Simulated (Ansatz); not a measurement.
# SiNi2: the cost of one run

Program: Ansatz 0.2.0. Level of theory: DFT PBE, scalar-relativistic, plane waves, PAW. These are calculated values, not measurements.

2 further runs of the same task are left out: 1 for a known fault of the program, 1 set aside as unsound or not needed.

**1. The starting structure**

The structure is hexagonal, space group P6_3/mmc (No. 194). The conventional cell has a = 3.912 Å, b = 3.912 Å, c = 4.991 Å, α = 90.00°, β = 90.00°, γ = 120.00°. Around Si (site symmetry -6m2) lie 11 Ni at 2.26 to 2.58 Å. Ni (site symmetry -3m) is surrounded by 8 Ni at 2.50 to 2.58 Å and 6 Si at 2.58 Å. Ni (site symmetry -6m2) has 5 Si at 2.26 to 2.50 Å and 6 Ni at 2.58 Å as nearest neighbours.

Structure file:

```
Si Ni
1.0
     3.91193    0.00000    0.00000
    -1.95596    3.38783    0.00000
     0.00000    0.00000    4.99145
Si Ni
2 4
Cartesian
  0.0000 2.2586 3.7436
  1.9560 1.1293 1.2479
  0.0000 0.0000 0.0000
  0.0000 0.0000 2.4957
  0.0000 2.2586 1.2479
  1.9560 1.1293 3.7436
```

The cell was relaxed beforehand at this level, from a generated guess; it needn't be the stable form of this composition. At a tolerance of 0.05 Å it has space group P6_3/mmc (No. 194); it has 11.03 Å³/atom, an uncorrected energy of -0.50 eV/atom over the elements.

**2. Electronic structure at the relaxed geometry**

The input, input.yaml:

```yaml
crystal:
  lattice:
    - [3.9119261427, 0.0, 0.0]
    - [-1.9559630714, 3.3878274173, 0.0]
    - [0.0, 0.0, 4.9914527796]
  atoms:
    - { symbol: Si, position: [0.3333333333, 0.6666666667, 0.75] }
    - { symbol: Si, position: [0.6666666667, 0.3333333333, 0.25] }
    - { symbol: Ni, position: [0.0, 0.0, 0.0] }
    - { symbol: Ni, position: [0.0, 0.0, 0.5] }
    - { symbol: Ni, position: [0.3333333333, 0.6666666667, 0.25] }
    - { symbol: Ni, position: [0.6666666667, 0.3333333333, 0.75] }
basis:
  ecutwfc: 420
kpoints:
  mp_grid: { grid: [12, 12, 8] }
  band_path:
    path:
      - [[0.0, 0.0, 0.0], [0.5, 0.0, 0.0], [0.33333333, 0.33333333, 0.0], [0.0, 0.0, 0.0], [0.0, 0.0, 0.5], [0.5, 0.0, 0.5], [0.33333333, 0.33333333, 0.5], [0.0, 0.0, 0.5]]
      - [[0.5, 0.0, 0.5], [0.5, 0.0, 0.0]]
      - [[0.33333333, 0.33333333, 0.5], [0.33333333, 0.33333333, 0.0]]
    npoints: 14
hamiltonian:
  xc: pbe
scf:
  occupations: { method: gaussian, width: 0.1 }
  n_extra_bands: 15
output:
  forces: true
  stress: true
  eigenvalues: true
  populations: true
  dos: { projected: true, de: 0.02, nscf_kmesh: { grid: [15, 15, 10] } }
  bader: true
  write_density: true
  write_potential: true
  elf: true
  volumetric_format: npy
```

Command:

```console
> ansatz run input.yaml --threads 1 --pin off --max-ram 2560MiB --backend cpu --events-out ev --progress --plain --runs-dir out
```

Q: Estimate wall time and peak memory on 1 thread of AMD EPYC 9R45 (Zen 5), shared host.

About 60 s, with a peak of 0.65 GiB.
